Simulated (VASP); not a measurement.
# TiN (Fm-3m) in VASP: further runs, part 2 of 3

VASP 6.6.1. The steps go on from the part before.

**3. Single point, PBEsol**

Input file INCAR:

```
SYSTEM = TiN
PREC = Accurate
ENCUT = 520
EDIFF = 1E-6
ISMEAR = 0
SIGMA = 0.1
LREAL = .FALSE.
LASPH = .TRUE.
NELM = 80
ALGO = Normal
ISIF = 2
LWAVE = .FALSE.
LCHARG = .FALSE.
GGA = PS
```

Input file KPOINTS:

```
regular mesh
0
G
  18 18 18
  0 0 0
```

Input file POSCAR:

```
TiN
1.0
    0.0000000000      2.1206234500      2.1206234500
    2.1206234500      0.0000000000      2.1206234500
    2.1206234500      2.1206234500      0.0000000000
Ti N
1 1
Direct
    0.0000000000      0.0000000000      0.0000000000
    0.5000000000      0.5000000000      0.5000000000
```

Potentials or basis: VASP PAW PBE potentials, release 64 (Ti_sv, N).

Launch:

```
$ cat potpaw_PBE.64/Ti_sv/POTCAR potpaw_PBE.64/N/POTCAR > POTCAR
$ mpirun -np 1 vasp_std > vasp.out
```

OUTCAR:

```text
SYSTEM = TiN
   PREC = Accurate
   ENCUT = 520
   EDIFF = 1E-6
   ISMEAR = 0
   LREAL = .FALSE.
   LASPH = .TRUE.
   NELM = 80
   ISIF = 2
   GGA = PS

 ion  position               nearest neighbor table
   1  0.000  0.000  0.000-   2 2.12   2 2.12   2 2.12   2 2.12   2 2.12   2 2.12
   2  0.500  0.500  0.500-   1 2.12   1 2.12   1 2.12   1 2.12   1 2.12   1 2.12

  LATTYP: Found a face centered cubic cell.
 ALAT       =     4.2412469000

  Lattice vectors:

 A1 = (   0.0000000000,   2.1206234500,   2.1206234500)
 A2 = (   2.1206234500,   0.0000000000,   2.1206234500)
 A3 = (   2.1206234500,   2.1206234500,   0.0000000000)

Analysis of symmetry for initial positions (statically):
=====================================================================
 Subroutine PRICEL returns:
 Original cell was already a primitive cell.

 Routine SETGRP: Setting up the symmetry group for a
 face centered cubic supercell.

 Subroutine GETGRP returns: Found 48 space group operations
 (whereof 48 operations were pure point group operations)
 out of a pool of 48 trial point group operations.

The static configuration has the point symmetry O_h .

Analysis of symmetry for dynamics (positions and initial velocities):
=====================================================================
 Subroutine PRICEL returns:
 Original cell was already a primitive cell.

 Routine SETGRP: Setting up the symmetry group for a
 face centered cubic supercell.

 Subroutine GETGRP returns: Found 48 space group operations
 (whereof 48 operations were pure point group operations)
 out of a pool of 48 trial point group operations.

The dynamic configuration has the point symmetry O_h .

 Subroutine INISYM returns: Found 48 space group operations
 (whereof 48 operations are pure point group operations),
 and found     1 'primitive' translations

----------------------------------------------------------------------------------------

                                     Primitive cell

  volume of cell :      19.0731

  direct lattice vectors                    reciprocal lattice vectors
[... 118 lines left out ...]
 non-spin polarized calculation
 Gauss-broadening in eV      SIGMA  =   0.10
  energy-cutoff  :      520.00
  volume of cell :       19.07
 maximum number of plane-waves:       532
   NGX = 11   NGY = 11   NGZ = 11

 number of electron      17.0000002 magnetization

 Free energy of the ion-electron system (eV)
  ---------------------------------------------------
  ext. energy  EPLUGINS =         0.00000000
  ---------------------------------------------------
  free energy    TOTEN  =       -20.77215256 eV

  energy without entropy =      -20.76796687  energy(sigma->0) =      -20.77005971

 E-fermi :  11.3105     XC(G=0): -13.2243

 val. band max:       11.2771131828   @ k =  -0.1667   0.1111   0.0000
 cond. band min:      11.3181640993   @ k =  -0.4444   0.2778   0.0556
 fundamental gap:      0.0410509165
 Fermi energy:        11.3105322003

 k-point     1 :       0.0000    0.0000    0.0000
  band No.  band energies     occupation
      1     -46.2942      2.00000
      2     -22.3734      2.00000
      3     -22.3734      2.00000
      4     -22.3734      2.00000
      5      -5.7284      2.00000
      6       9.2951      2.00000
      7       9.2951      2.00000
      8       9.2951      2.00000
      9      10.6842      2.00000
     10      10.6842      2.00000
     11      10.6842      2.00000
     12      11.8856      0.00000
[... 331 lines left out ...]
 k-point    24 :      -0.2222    0.0556    0.0000
  band No.  band energies     occupation
      1     -46.2454      2.00000
      2     -22.6936      2.00000
      3     -22.4226      2.00000
      4     -22.3922      2.00000
      5      -4.6740      2.00000
      6       5.8363      2.00000
      7       6.9123      2.00000
      8       7.2209      2.00000
      9      11.5445      0.00094
     10      11.7560      0.00000
     11      12.2440      0.00000
     12      14.2667      0.00000

 [... further k-points ...]

------------------------ aborting loop because EDIFF is reached ----------------------------------------

  FORCE on cell =-STRESS in cart. coord.  units (eV):
  Direction    XX          YY          ZZ          XY          YZ          ZX
  --------------------------------------------------------------------------------------
  -------------------------------------------------------------------------------------
  Total       -0.8459644     -0.8459644     -0.8459644     -0.0000000      0.0000000      0.0000000
  in kB      -71.0627450    -71.0627450    -71.0627450     -0.0000000      0.0000000      0.0000000
  external PRESSURE =     -71.0627450 kB  Pullay stress =       0.0000000 kB

 VOLUME and BASIS-vectors are now :
 -----------------------------------------------------------------------------
  energy-cutoff  :      520.00
  volume of cell :       19.07
      direct lattice vectors                 reciprocal lattice vectors
     0.000000000  2.120623450  2.120623450    -0.235779718  0.235779718  0.235779718
     2.120623450  0.000000000  2.120623450     0.235779718 -0.235779718  0.235779718
     2.120623450  2.120623450  0.000000000     0.235779718  0.235779718 -0.235779718

 POSITION                                       TOTAL-FORCE (eV/Angst)
 -----------------------------------------------------------------------------------
      0.00000      0.00000      0.00000         0.000000      0.000000      0.000000
      2.12062      2.12062      2.12062        -0.000000     -0.000000     -0.000000
 -----------------------------------------------------------------------------------
    total drift:                                0.000000     -0.000000     -0.000000

  FREE ENERGIE OF THE ION-ELECTRON SYSTEM (eV)
  ---------------------------------------------------
  free  energy   TOTEN  =       -20.7721525593 eV

  energy  without entropy=      -20.7679668678  energy(sigma->0) =      -20.77005971
```

stdout:

```text
POSCAR found type information on POSCAR TiN
 POSCAR found :  2 types and       2 ions
 scaLAPACK will be used
 -----------------------------------------------------------------------------
|                                                                             |
|                                                                             |
|     You enforced a specific xc type in the INCAR file but a different       |
|     I HOPE YOU KNOW WHAT YOU ARE DOING!                                     |
|                                                                             |
 -----------------------------------------------------------------------------

 LDA part: xc-table for (Slater+PW92), standard interpolation
 POSCAR, INCAR and KPOINTS ok, starting setup
 FFT: planning ... GRIDC
 FFT: planning ... GRID_SOFT
 FFT: planning ... GRID
 WAVECAR not read
 entering main loop
```

Wall time 15 s (1 thread of Intel Xeon 6975P-C (Granite Rapids), shared host); peak memory 0.17 GiB.

What came out:

```
Free energy            : -20.7722 eV
Pressure               : -7.1 GPa
Band gap on the k mesh : none (metal or under the smearing width)
```

Caveat: the PAW data sets were made with another functional, which shifts forces and pressure a little.

**4. Relaxation of cell and atoms, PBEsol**

Input file INCAR:

```
PREC = Accurate
ENCUT = 580
EDIFF = 1E-7
ISMEAR = 0
SIGMA = 0.1
LREAL = F
LASPH = T
NELM = 80
ALGO = Normal
ISIF = 3
LWAVE = F
LCHARG = F
GGA = PS
IBRION = 2
NSW = 90
EDIFFG = -0.005
```

Input file KPOINTS:

```
regular mesh
0
Gamma
  18 18 18
```

POSCAR is that of step 3.

Potentials or basis: VASP PAW PBE potentials, release 64 (Ti, N).

Launch:

```
$ cat potpaw_PBE.64/Ti/POTCAR potpaw_PBE.64/N/POTCAR > POTCAR
$ mpirun -np 1 vasp_std > vasp.out
```

OUTCAR:

```text
PREC = Accurate
   ENCUT = 580
   EDIFF = 1E-7
   ISMEAR = 0
   LREAL = F
   LASPH = T
   NELM = 80
   ISIF = 3
   GGA = PS
   IBRION = 2
   NSW = 90
   EDIFFG = -0.005

 ion  position               nearest neighbor table
   1  0.000  0.000  0.000-   2 2.12   2 2.12   2 2.12   2 2.12   2 2.12   2 2.12
   2  0.500  0.500  0.500-   1 2.12   1 2.12   1 2.12   1 2.12   1 2.12   1 2.12

  LATTYP: Found a face centered cubic cell.
 ALAT       =     4.2412469000

  Lattice vectors:

 A1 = (   0.0000000000,   2.1206234500,   2.1206234500)
 A2 = (   2.1206234500,   0.0000000000,   2.1206234500)
 A3 = (   2.1206234500,   2.1206234500,   0.0000000000)

Analysis of symmetry for initial positions (statically):
=====================================================================
 Subroutine PRICEL returns:
 Original cell was already a primitive cell.

 Routine SETGRP: Setting up the symmetry group for a
 face centered cubic supercell.

 Subroutine GETGRP returns: Found 48 space group operations
 (whereof 48 operations were pure point group operations)
 out of a pool of 48 trial point group operations.

The static configuration has the point symmetry O_h .

[... 171 lines left out ...]
  in kB      -50.6163310    -50.6163310    -50.6163310      0.0000000     -0.0000000      0.0000000
  external PRESSURE =     -50.6163310 kB  Pullay stress =       0.0000000 kB
[... 59 lines left out ...]
--------------------------------------- Ionic step        3  -------------------------------------------

 number of electron       8.9999999 magnetization

 Free energy of the ion-electron system (eV)
  ---------------------------------------------------
  ext. energy  EPLUGINS =         0.00000000
  ---------------------------------------------------
  free energy    TOTEN  =       -20.60537563 eV

  energy without entropy =      -20.60134531  energy(sigma->0) =      -20.60336047

 E-fermi :   6.6129     XC(G=0): -12.8895

 val. band max:        6.5821610634   @ k =  -0.3889   0.3333   0.0556
 cond. band min:       6.6222861296   @ k =   0.4444   0.2222   0.1111
 fundamental gap:      0.0401250662
 Fermi energy:         6.6128878740

 k-point     1 :       0.0000    0.0000    0.0000
  band No.  band energies     occupation
      1     -10.5314      2.00000
      2       4.6991      2.00000
      3       4.6991      2.00000
      4       4.6991      2.00000
      5       5.9432      2.00000
      6       5.9432      2.00000
      7       5.9432      2.00000
      8       7.1469      0.00000
[... 243 lines left out ...]
 k-point    24 :      -0.2222    0.0556    0.0000
  band No.  band energies     occupation
      1      -9.5261      2.00000
      2       1.1338      2.00000
      3       2.1873      2.00000
      4       2.5078      2.00000
      5       6.8209      0.00326
      6       7.0672      0.00000
      7       7.5589      0.00000
      8       9.6084      0.00000

 [... further k-points ...]

------------------------ aborting loop because EDIFF is reached ----------------------------------------

  FORCE on cell =-STRESS in cart. coord.  units (eV):
  Direction    XX          YY          ZZ          XY          YZ          ZX
  --------------------------------------------------------------------------------------
  -------------------------------------------------------------------------------------
  Total       -0.0033164     -0.0033164     -0.0033164     -0.0000000     -0.0000000      0.0000000
  in kB       -0.2831935     -0.2831935     -0.2831935     -0.0000000     -0.0000000      0.0000000
  external PRESSURE =      -0.2831935 kB  Pullay stress =       0.0000000 kB
[... 17 lines left out ...]
  FREE ENERGIE OF THE ION-ELECTRON SYSTEM (eV)
  ---------------------------------------------------
  free  energy   TOTEN  =       -20.6053756297 eV

  energy  without entropy=      -20.6013453071  energy(sigma->0) =      -20.60336047

 reached required accuracy - stopping structural energy minimisation
```

CONTCAR:

```text
TiN
   1.00000000000000
     0.0000000000000000    2.1090463582193020    2.1090463582193020
     2.1090463582193020   -0.0000000000000000    2.1090463582193020
     2.1090463582193020    2.1090463582193020   -0.0000000000000000
  Ti              N
     1     1
Direct
     0.0000000000000000    0.0000000000000000    0.0000000000000000
     0.5000000000000000    0.5000000000000000    0.5000000000000000

  0.00000000E+00  0.00000000E+00  0.00000000E+00
  0.00000000E+00  0.00000000E+00  0.00000000E+00
```

It took 24 s on 1 thread of Intel Xeon 6975P-C (Granite Rapids), shared host; peak memory 0.18 GiB.

Results:

```yaml
Free_energy: -20.6054 eV
Relaxed_volume: 9.38 Å³/atom
Relaxed_cell: a = 2.983 Å, b = 2.983 Å, c = 2.983 Å, α = 60.00°, β = 60.00°, γ = 60.00°
Space_group_after_relaxing_to_0.05_Å: Fm-3m (No. 225)
Energy_gained_by_relaxing: 2.5 meV/atom
Ionic_steps: 3
Pressure_after_relaxing: 0.0 GPa
Band_gap_on_the_k_mesh: none (metal or under the smearing width)
```

Step by step:
| step | energy change (eV) | largest force (eV/Å) | pressure (GPa) | volume (Å³) |
| --- | --- | --- | --- | --- |
| 1 | 0.0000 | 0.0000 | -5.06 | 19.07 |
| 2 | 0.0093 | 0.0000 | 9.30 | 18.25 |
| 3 | -0.0050 | 0.0000 | -0.03 | 18.76 |

Final structure:
```
Ti N
1.0
     0.00000    2.10905    2.10905
     2.10905    0.00000    2.10905
     2.10905    2.10905    0.00000
Ti N
1 1
Direct
  0.00000 0.00000 0.00000
  0.50000 0.50000 0.50000
```

Caveat: the PAW data sets were made with another functional, which shifts forces and pressure a little.

**5. Relaxation of cell and atoms, PBEsol**

INCAR: that of step 4 with these lines changed.

```diff
@@ -1,3 +1,3 @@
 PREC = Accurate
-ENCUT = 580
+ENCUT = 480
 EDIFF = 1E-7
```

KPOINTS is that of step 4.

POSCAR is that of step 4.

Potentials or basis: VASP PAW PBE potentials, release 64 (Ti_sv, N_s).

Launch:

```
$ cat potpaw_PBE.64/Ti_sv/POTCAR potpaw_PBE.64/N_s/POTCAR > POTCAR
$ mpirun -np 1 vasp_std > vasp.out
```

It took 42 s on 1 thread of Intel Xeon 6975P-C (Granite Rapids), shared host; peak memory 0.18 GiB.

It converged, with:

| Quantity | Value |
| --- | --- |
| Free energy | -20.7889 eV |
| Relaxed volume | 9.30 Å³/atom |
| Relaxed cell | a = 2.974 Å, b = 2.974 Å, c = 2.974 Å, α = 60.00°, β = 60.00°, γ = 60.00° |
| Space group after relaxing (to 0.05 Å) | Fm-3m (No. 225) |
| Energy gained by relaxing | 5.4 meV/atom |
| Ionic steps | 3 |
| Pressure after relaxing | -0.1 GPa |
| Band gap on the k mesh | none (metal or under the smearing width) |

The path:
```
step  energy change (eV)  largest force (eV/Å)  pressure (GPa)  volume (Å³)
   1              0.0000                0.0000           -7.17        19.07
   2              0.0141                0.0000           12.10        17.92
   3             -0.0108                0.0000           -0.08        18.60
```

Final structure:
```yaml
crystal:
  lattice:
    - [0.00000, 2.10312, 2.10312]
    - [2.10312, 0.00000, 2.10312]
    - [2.10312, 2.10312, 0.00000]
  atoms:
    - { symbol: Ti, position: [0.00000, 0.00000, 0.00000] }
    - { symbol: N, position: [0.50000, 0.50000, 0.50000] }
```

Levels at points of the mesh, in eV from the Fermi level:
```
           k point  band 7  band 8  band 9  band 10  band 11  band 12
(0.00, 0.00, 0.00)   -2.05   -2.05   -0.65    -0.65    -0.65     0.60
(0.50, 0.00, 0.00)   -5.62   -5.62    1.77     1.77     2.48     5.98
(0.50, 0.50, 0.00)   -3.26   -3.26   -3.22     1.72     2.52     2.52
```

Caveat: the PAW data sets were made with another functional, which shifts forces and pressure a little.

(Continued in part 3 of 3.)
